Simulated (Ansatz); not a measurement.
# NiO (Fm-3m) in Ansatz: a series of runs

One crystal, NiO, is run at these levels: PBE; tasks: single point.

All numbers are computed with Ansatz 0.2.0; they aren't measurements. Logs are shortened: lines on timing, memory, paths and dates and some standing lists are left out, and cuts for length are marked.

## (1) The structure

It takes space group Fm-3m (No. 225, cubic). Conventional cell: a = 4.183 Å, b = 4.183 Å, c = 4.183 Å, α = 90.00°, β = 90.00°, γ = 90.00°. Around Ni (site symmetry m-3m) lie 6 O at 2.09 Å. O (site symmetry m-3m) is surrounded by 6 Ni at 2.09 Å.

## (2) Single point, PBE, collinear spin, ferromagnetic start, 8.60 Å³/atom (volume scaled by 0.94)

input.yaml reads:

```yaml
crystal:
  lattice:
    - [0.0, 2.048617745, 2.048617745]
    - [2.048617745, 0.0, 2.048617745]
    - [2.048617745, 2.048617745, 0.0]
  atoms:
    - { symbol: Ni, position: [0.0, 0.0, 0.0], spin: 2.0 }
    - { symbol: O, position: [0.5, 0.5, 0.5] }
kpoints:
  mp_grid: { grid: [11, 11, 11] }
scf:
  occupations: { method: fermi_dirac, width: 0.05 }
hamiltonian:
  xc: pbe
  pseudopotentials: { kind: all_electron, lapw: { basis_error: 0.0005 } }
magnetization:
  spin_polarized: true
output:
  forces: true
  stress: true
  eigenvalues: true
```

Potentials or basis: all-electron LAPW, scalar-relativistic.

On the command line:

```console
$ ansatz run input.yaml --threads 2 --pin off --max-ram 6144MiB --backend cpu --events-out ev --progress --plain --runs-dir out
```

Standard output:

```text
Warning: RAYON_NUM_THREADS=2 ignored (pool sized by the plan → 2); use --threads N
LAPW: plane waves up to 10.555 Å⁻¹, error target 5.0e-4 eV per atom; small_component_spin mean_spin; O in spheres of 0.927 Å, 8 of its electrons in bands, Dirac shells []; Ni in spheres of 1.122 Å, 18 of its electrons in bands, Dirac shells [] (how accurate: hamiltonian.pseudopotentials.lapw.basis_error, Limitations)
Engine: ansatz 0.2.0, x86_64-unknown-linux-gnu
Pseudopotentials: kind: all_electron
Pseudopotential: Ni, LAPW, valence charge 18, lapw/all_electron/scalar/gaussian/Ni, Koelling and Harmon's equation, gaussian nucleus
Pseudopotential: O, LAPW, valence charge 8, lapw/all_electron/scalar/gaussian/O, Koelling and Harmon's equation, gaussian nucleus
Functional definition: PBE
  parameter kappa = 0.804
  parameter beta = 0.06672455060314922
  exchange = pbe_x(kappa = kappa, mu = beta*pi^2/3)
  correlation = pbe_c(beta = beta)
Crystal: 2 atoms, lattice volume = 17.195 Å³
Basis set: ecut = 424.4900792726608 eV, 331 PW (Γ), exchange–correlation at level 2
Bands: 18, of which v1, the nominal top of the filled ones, is band 13 counted from 1 (12 counted from 0)
Symmetry: 48 space group operations
Space group: Fm-3m (ITA 225), of the structure as read, at distance tolerance 2.6e-5 Å
Magnetic group: BNS 225.116 (UNI 1618), of the structure as read, at distance tolerance 2.6e-5 Å
k-points: 56 of 1331
Non-local potential: Ni, projectors of the file, none
Non-local potential: O, projectors of the file, none
Initial density: superposition of atomic densities (chi_scale 0.1, normalization cell, long waves kept (reshape's long-wave potential 0.00 eV rms))
Starting moments: Σ|m| = 2 μB on 1 of 2 sites
Initial wavefunctions: plane waves of lowest kinetic energy (no species holds an atomic orbital)
Functional: x = pbe(κ = 0.804, μ = 0.2195149727645171), c = pbe(β = 0.06672455060314922)
iter 1 solved again at ethr=5.01e-3 eV; its pass at ethr=1.00e-1 eV (dr2=1.30e0 eV) is discarded
SCF iter   1: F=—  HF=-43429.966862 eV  |F-HF|=—  |Δ(HF+E_count)|=         —  Δρ=5.94e-2 (↑5.94e-2 ↓3.09e-2)  dr2=1.30e0  dr2_m=4.88e-2  M=1.899 μB ∫|m|=1.900 μB  β_m=0.30  ethr=5.01e-3  ⟨swp⟩=2.0  Hψ=13242  notcnv=0
Mixer restart at iter 1: flushing history
preconditioner: auto → none  [metal: Δε(μ)=0.003 eV  Ē_g=15.429 eV  σ=0.050 eV  W_gap=0.02  n_scr=8 (ndim 8)  ℏωp=35.8 eV  f_vac=0.000  D(μ)=3.18/eV (n_scr^D=58)  sad-step TF]
SCF iter   2: F=—  HF=-43429.522172 eV  |F-HF|=—  |Δ(HF+E_count)|=   4.45e-1  Δρ=3.80e-2 (↑3.80e-2 ↓2.88e-2)  dr2=2.12e-1  dr2_m=1.30e-1  M=1.438 μB ∫|m|=1.440 μB  β_m=0.42  ethr=5.01e-3  ⟨swp⟩=2.0  Hψ=6048  notcnv=0
SCF iter   3: F=—  HF=-43429.729252 eV  |F-HF|=—  |Δ(HF+E_count)|=         —  Δρ=1.75e-2 (↑1.75e-2 ↓7.47e-3)  dr2=5.59e-2  dr2_m=1.58e-2  M=1.689 μB ∫|m|=1.689 μB  β_m=1.00  ethr=8.15e-4  ⟨swp⟩=2.0  Hψ=6047  notcnv=0
Mixer restart at iter 3: flushing history
SCF iter   4: F=—  HF=-43429.709898 eV  |F-HF|=—  |Δ(HF+E_count)|=         —  Δρ=1.52e-2 (↑4.52e-3 ↓1.52e-2)  dr2=4.72e-2  dr2_m=9.12e-3  M=1.561 μB ∫|m|=1.564 μB  β_m=0.42  ethr=1.92e-4  ⟨swp⟩=2.7  Hψ=6193  notcnv=0
Mixer restart at iter 4: flushing history
iter 5 solved again at ethr=1.17e-5 eV; its pass at ethr=1.82e-4 eV (dr2=3.04e-3 eV) is discarded
SCF iter   5: F=—  HF=-43429.709349 eV  |F-HF|=—  |Δ(HF+E_count)|=   5.49e-4  Δρ=3.70e-3 (↑3.70e-3 ↓7.90e-4)  dr2=3.04e-3  dr2_m=4.16e-4  M=1.623 μB ∫|m|=1.627 μB  β_m=0.38  ethr=1.17e-5  ⟨swp⟩=2.0  Hψ=10069  notcnv=0
SCF iter   6: F=—  HF=-43429.705557 eV  |F-HF|=—  |Δ(HF+E_count)|=         —  Δρ=3.89e-3 (↑1.74e-3 ↓3.89e-3)  dr2=1.12e-3  dr2_m=1.18e-3  M=1.587 μB ∫|m|=1.592 μB  β_m=0.61  ethr=1.17e-5  ⟨swp⟩=3.0  Hψ=6008  notcnv=0
the basis was enlarged: its passes take 5.3 MiB over the memory plan, 2 of 2 planned eigensolver slots
SCF iter   7: F=—  HF=-43429.706322 eV  |F-HF|=—  |Δ(HF+E_count)|=   7.64e-4  Δρ=1.18e-3 (↑2.37e-4 ↓1.18e-3)  dr2=3.10e-4  dr2_m=3.98e-5  M=1.594 μB ∫|m|=1.598 μB  β_m=0.52  ethr=4.32e-6  ⟨swp⟩=2.0  Hψ=5538  notcnv=0
SCF iter   8: F=—  HF=-43429.706292 eV  |F-HF|=—  |Δ(HF+E_count)|=   2.94e-5  Δρ=2.95e-4 (↑2.25e-4 ↓2.95e-4)  dr2=2.19e-6  dr2_m=1.02e-5  M=1.594 μB ∫|m|=1.598 μB  β_m=0.52  ethr=1.19e-6  ⟨swp⟩=2.4  Hψ=5625  notcnv=0
SCF iter   9: F=—  HF=-43429.706313 eV  |F-HF|=—  |Δ(HF+E_count)|=   2.09e-5  Δρ=1.08e-4 (↑8.99e-5 ↓1.08e-4)  dr2=1.62e-7  dr2_m=1.51e-6  M=1.592 μB ∫|m|=1.596 μB  β_m=0.76  ethr=8.41e-9  ⟨swp⟩=3.0  Hψ=5910  notcnv=0
SCF iter  10: F=—  HF=-43429.706336 eV  |F-HF|=—  |Δ(HF+E_count)|=   2.27e-5  Δρ=1.35e-5 (↑1.35e-5 ↓7.70e-6)  dr2=3.51e-8  dr2_m=9.57e-9  M=1.589 μB ∫|m|=1.593 μB  β_m=0.88  ethr=6.22e-10  ⟨swp⟩=3.0  Hψ=6385  notcnv=0
SCF iter  11: F=—  HF=-43429.706348 eV  |F-HF|=—  |Δ(HF+E_count)|=   1.20e-5  Δρ=7.97e-6 (↑7.97e-6 ↓4.65e-6)  dr2=2.14e-9  dr2_m=6.02e-9  M=1.586 μB ∫|m|=1.590 μB  β_m=0.94  ethr=1.35e-10  ⟨swp⟩=3.0  Hψ=6381  notcnv=0
SCF iter  12: F=—  HF=-43429.706354 eV  |F-HF|=—  |Δ(HF+E_count)|=   5.77e-6  Δρ=6.43e-6 (↑3.24e-6 ↓6.43e-6)  dr2=7.92e-9  dr2_m=2.30e-9  M=1.583 μB ∫|m|=1.587 μB  β_m=0.96  ethr=8.23e-12  ⟨swp⟩=4.0  Hψ=7162  notcnv=0
SCF iter  13: F=-43429.706354 eV  HF=-43429.706354 eV  |F-HF|=8.44e-10  |Δ(HF+E_count)|=   2.52e-8  Δρ=1.04e-6 (↑3.86e-7 ↓1.04e-6)  dr2=3.02e-10  dr2_m=3.13e-11  M=1.583 μB ∫|m|=1.587 μB  ethr=8.23e-12  ⟨swp⟩=3.0  Hψ=6209  notcnv=0
SCF 1 converged in 13 iterations: F = -43429.706354 eV  dr2 = 3.02e-10
SCF converged after 13 iterations
Magnetization: 1.5828 μB (13.7914 up, 12.2086 down)
Absolute magnetization: 1.5870 μB (∫|ρ↑−ρ↓|)
Spin contamination: 0.0080 ħ² per cell (⟨S²⟩ above its minimum at these occupations)
Per-site moments (μB) at R_I (Å): [(1.3268985350281142, 1.1219725954983981), (0.24225698377766802, 0.9266451189748186)]
Free energy (F): -43429.706354 eV
Harris-Foulkes:  -43429.706354 eV  (|F-HF|=8.44e-10)
Internal energy: -43429.695243 eV  (E = F + TS)
E sigma→0 (E₀):  -43429.700798 eV
Entropy (-TS):   -0.011111 eV (-5.555 meV/atom)
Fermi energy:    15.885408 eV
--- Per-component energies (eV) ---
  E_band       = -1279.813291
  E_kinetic    = 44094.277887
  E_xc         = -1964.749272
  E_electrostatic = -85559.223859  (all electrons and nuclei)
  E_smearing   = -0.011111  (= −TS)
  E_closure    = 0.000000  (closes the sum)
  E_atoms      = -43416.659407  (free atoms, spherical and without spin; not in F)
  Σ components = -43429.706354   (vs F -43429.706354, Δ=0.00e0)
  Basis errors (estimates in eV, not in F): energy 1.8e-4 per atom: plane waves 1.6e-4 (8.9e-5 summed), levels above the bands 2.3e-148, relativity 2.6e-8, radial functions 2.1e-5, core shells 5.7e-9; eigenvalues (radial functions only) 7.9e-7; not estimated: angular momenta, meshes, grids; target (lapw.basis_error) 5.0e-4; muffin-tin radii O 0.927 Å, Ni 1.122 Å
--- Forces (eV/Å), atoms counted from 1 ---
  atom   1  Ni     0.00000000     0.00000000    -0.00000000
  atom   2  O      0.00000000     0.00000000    -0.00000000
  max |Σ_I F_I| component: 3.75e-30 eV/Å
--- Stress (GPa, compression-positive) ---
       17.273453       0.000000       0.000000
        0.000000      17.273453      -0.000000
        0.000000      -0.000000      17.273453
  P = ⅓ Tr σ = 17.2735 GPa (172.735 kbar)
--- Band table (eV; the first three rows and the last of 112) ---
  k-point 0 ↑: bands = ["-491.1851", "-88.5213", "-48.9011", "-48.9011", "-48.9011", "-5.1790", "12.5053", "12.5053", "12.5053", "12.7021", "12.7021", "13.1047", "13.1047", "13.1047", "17.6203", "33.7248", "35.0637", "35.0637"]
  k-point 1 ↑: bands = ["-491.1851", "-88.5210", "-48.9042", "-48.9015", "-48.9015", "-5.0751", "11.6743", "11.6974", "11.6974", "13.1061", "13.1061", "13.3891", "13.6091", "13.6091", "18.1961", "31.9881", "34.7947", "34.7947"]
  k-point 2 ↑: bands = ["-491.1851", "-88.5202", "-48.9127", "-48.9027", "-48.9027", "-4.7834", "10.2700", "10.8893", "10.8893", "13.2901", "13.2901", "13.6509", "14.5096", "14.5096", "19.4148", "29.7204", "33.6768", "33.6768"]
  k-point 55 ↓: bands = ["-490.9700", "-86.8500", "-47.3058", "-47.3038", "-47.2921", "-3.0254", "9.3664", "9.4230", "10.3120", "14.5182", "14.7414", "15.0718", "16.1176", "16.8593", "25.2160", "26.7922", "26.9651", "30.4416"]
```

It took 20 s on 2 threads of AMD EPYC 7R43 (Zen 3), shared host; peak memory 0.49 GiB.

Results:

```yaml
Free_energy: -43429.7064 eV
Pressure: 17.3 GPa
Band_gap_on_the_k_mesh: none (metal or under the smearing width)
Net_moment: 1.58 μB per cell
Absolute_moment: 1.59 μB per cell
Site_moments: Ni +1.33; O +0.24 μB
```

Caveat: a cell with one magnetic atom can't hold antiferromagnetic order, which such compounds often take; semilocal functionals often make such compounds metallic where correlation or magnetic order opens a gap, which also shifts bond lengths.

## (3) Single point, PBE, collinear spin, ferromagnetic start, 8.78 Å³/atom (volume scaled by 0.96)

Changes to input.yaml since step 2:

```diff
@@ -2,5 +2,5 @@
   lattice:
-    - [0.0, 2.048617745, 2.048617745]
-    - [2.048617745, 0.0, 2.048617745]
-    - [2.048617745, 2.048617745, 0.0]
+    - [0.0, 2.0630451059, 2.0630451059]
+    - [2.0630451059, 0.0, 2.0630451059]
+    - [2.0630451059, 2.0630451059, 0.0]
   atoms:
```

Potentials or basis: all-electron LAPW, scalar-relativistic.

On the command line:

```console
$ ansatz run input.yaml --threads 2 --pin off --max-ram 6144MiB --backend cpu --events-out ev --progress --plain --runs-dir out
```

Run time: 15 s. Hardware: 2 threads of AMD EPYC 7R43 (Zen 3), shared host; peak memory 0.51 GiB.

The run converged. Its results:

| Item | Value |
| --- | --- |
| Free energy | -43429.7404 eV |
| Pressure | 12.7 GPa |
| Band gap on the k mesh | none (metal or under the smearing width) |
| Net moment | 1.66 μB per cell |
| Absolute moment | 1.67 μB per cell |
| Site moments | Ni +1.39; O +0.26 μB |

Caveat: a cell with one magnetic atom can't hold antiferromagnetic order, which such compounds often take; semilocal functionals often make such compounds metallic where correlation or magnetic order opens a gap, which also shifts bond lengths.

## (4) Single point, PBE, collinear spin, ferromagnetic start, 8.96 Å³/atom (volume scaled by 0.98)

Changes to input.yaml since step 3:

```diff
@@ -2,5 +2,5 @@
   lattice:
-    - [0.0, 2.0630451059, 2.0630451059]
-    - [2.0630451059, 0.0, 2.0630451059]
-    - [2.0630451059, 2.0630451059, 0.0]
+    - [0.0, 2.0772734528, 2.0772734528]
+    - [2.0772734528, 0.0, 2.0772734528]
+    - [2.0772734528, 2.0772734528, 0.0]
   atoms:
```

On the command line:

```console
$ ansatz run input.yaml --threads 2 --pin off --max-ram 6144MiB --backend cpu --events-out ev --progress --plain --runs-dir out
```

It took 15 s on 2 threads of AMD EPYC 7R43 (Zen 3), shared host; peak memory 0.51 GiB.

It converged, with:

```yaml
Free_energy: -43429.7648 eV
Pressure: 8.7 GPa
Band_gap_on_the_k_mesh: none (metal or under the smearing width)
Net_moment: 1.74 μB per cell
Absolute_moment: 1.75 μB per cell
Site_moments: Ni +1.45; O +0.28 μB
```

Caveat: a cell with one magnetic atom can't hold antiferromagnetic order, which such compounds often take; semilocal functionals often make such compounds metallic where correlation or magnetic order opens a gap, which also shifts bond lengths.

## (5) Single point, PBE, collinear spin, ferromagnetic start, 9.15 Å³/atom

Changes to input.yaml since step 4:

```diff
@@ -2,5 +2,5 @@
   lattice:
-    - [0.0, 2.0772734528, 2.0772734528]
-    - [2.0772734528, 0.0, 2.0772734528]
-    - [2.0772734528, 2.0772734528, 0.0]
+    - [0.0, 2.09130951, 2.09130951]
+    - [2.09130951, 0.0, 2.09130951]
+    - [2.09130951, 2.09130951, 0.0]
   atoms:
```

On the command line:

```console
$ ansatz run input.yaml --threads 2 --pin off --max-ram 6144MiB --backend cpu --events-out ev --progress --plain --runs-dir out
```

It took 13 s on 2 threads of AMD EPYC 7R43 (Zen 3), shared host; peak memory 0.52 GiB.

It converged, with:

| Quantity | Value |
| --- | --- |
| Free energy | -43429.7802 eV |
| Pressure | 4.8 GPa |
| Band gap on the k mesh | none (metal or under the smearing width) |
| Net moment | 1.80 μB per cell |
| Absolute moment | 1.80 μB per cell |
| Site moments | Ni +1.49; O +0.29 μB |

Caveat: a cell with one magnetic atom can't hold antiferromagnetic order, which such compounds often take; semilocal functionals often make such compounds metallic where correlation or magnetic order opens a gap, which also shifts bond lengths.

## (6) Single point, PBE, collinear spin, ferromagnetic start, 9.33 Å³/atom (volume scaled by 1.02)

Changes to input.yaml since step 5:

```diff
@@ -2,5 +2,5 @@
   lattice:
-    - [0.0, 2.09130951, 2.09130951]
-    - [2.09130951, 0.0, 2.09130951]
-    - [2.09130951, 2.09130951, 0.0]
+    - [0.0, 2.1051596455, 2.1051596455]
+    - [2.1051596455, 0.0, 2.1051596455]
+    - [2.1051596455, 2.1051596455, 0.0]
   atoms:
```

Potentials or basis: all-electron LAPW, scalar-relativistic.

On the command line:

```console
$ ansatz run input.yaml --threads 2 --pin off --max-ram 6144MiB --backend cpu --events-out ev --progress --plain --runs-dir out
```

Wall time 14 s (2 threads of AMD EPYC 7R43 (Zen 3), shared host); peak memory 0.51 GiB.

The run converged. Its results:

| Quantity | Value |
| --- | --- |
| Free energy | -43429.7869 eV |
| Pressure | 1.2 GPa |
| Band gap on the k mesh | none (metal or under the smearing width) |
| Net moment | 1.83 μB per cell |
| Absolute moment | 1.84 μB per cell |
| Site moments | Ni +1.52; O +0.30 μB |

Caveat: a cell with one magnetic atom can't hold antiferromagnetic order, which such compounds often take; semilocal functionals often make such compounds metallic where correlation or magnetic order opens a gap, which also shifts bond lengths.

## (7) Single point, PBE, collinear spin, ferromagnetic start, 9.51 Å³/atom (volume scaled by 1.04)

Changes to input.yaml since step 6:

```diff
@@ -2,5 +2,5 @@
   lattice:
-    - [0.0, 2.1051596455, 2.1051596455]
-    - [2.1051596455, 0.0, 2.1051596455]
-    - [2.1051596455, 2.1051596455, 0.0]
+    - [0.0, 2.1188298964, 2.1188298964]
+    - [2.1188298964, 0.0, 2.1188298964]
+    - [2.1188298964, 2.1188298964, 0.0]
   atoms:
```

On the command line:

```console
$ ansatz run input.yaml --threads 2 --pin off --max-ram 6144MiB --backend cpu --events-out ev --progress --plain --runs-dir out
```

Wall time 13 s (2 threads of AMD EPYC 7R43 (Zen 3), shared host); peak memory 0.5 GiB.

It converged, with:

| Quantity | Value |
| --- | --- |
| Free energy | -43429.7859 eV |
| Pressure | -2.1 GPa |
| Band gap on the k mesh | none (metal or under the smearing width) |
| Net moment | 1.87 μB per cell |
| Absolute moment | 1.87 μB per cell |
| Site moments | Ni +1.55; O +0.31 μB |

Caveat: a cell with one magnetic atom can't hold antiferromagnetic order, which such compounds often take; semilocal functionals often make such compounds metallic where correlation or magnetic order opens a gap, which also shifts bond lengths.

## (8) Single point, PBE, collinear spin, ferromagnetic start, 9.70 Å³/atom (volume scaled by 1.06)

Changes to input.yaml since step 7:

```diff
@@ -2,5 +2,5 @@
   lattice:
-    - [0.0, 2.1188298964, 2.1188298964]
-    - [2.1188298964, 0.0, 2.1188298964]
-    - [2.1188298964, 2.1188298964, 0.0]
+    - [0.0, 2.132325992, 2.132325992]
+    - [2.132325992, 0.0, 2.132325992]
+    - [2.132325992, 2.132325992, 0.0]
   atoms:
```

On the command line:

```console
$ ansatz run input.yaml --threads 2 --pin off --max-ram 6144MiB --backend cpu --events-out ev --progress --plain --runs-dir out
```

Wall time 15 s (2 threads of AMD EPYC 7R43 (Zen 3), shared host); peak memory 0.48 GiB.

It converged, with:

```yaml
Free_energy: -43429.7776 eV
Pressure: -5.1 GPa
Band_gap_on_the_k_mesh: none (metal or under the smearing width)
Net_moment: 1.90 μB per cell
Absolute_moment: 1.90 μB per cell
Site_moments: Ni +1.57; O +0.32 μB
```

Caveat: a cell with one magnetic atom can't hold antiferromagnetic order, which such compounds often take; semilocal functionals often make such compounds metallic where correlation or magnetic order opens a gap, which also shifts bond lengths.

## (9) For comparison

An earlier run on the cell as given: functional PBE; potentials or basis all-electron LAPW, scalar-relativistic; cutoff 376 eV (chosen from the basis error); basis error allowed 0.001 eV/atom; k mesh 11 × 11 × 11; occupations fermi-dirac, width 0.05 eV; collinear spin, ferromagnetic start; starting moments [1.0, 0.0] μB.

- Pressure: 4.8 GPa
- Band gap on the k mesh: none (metal or under the smearing width)
- Net moment: 1.80 μB per cell
- Absolute moment: 1.80 μB per cell
- Site moments: Ni +1.49; O +0.29 μB
- Loewdin charges: Ni +1.09; O -0.97 e
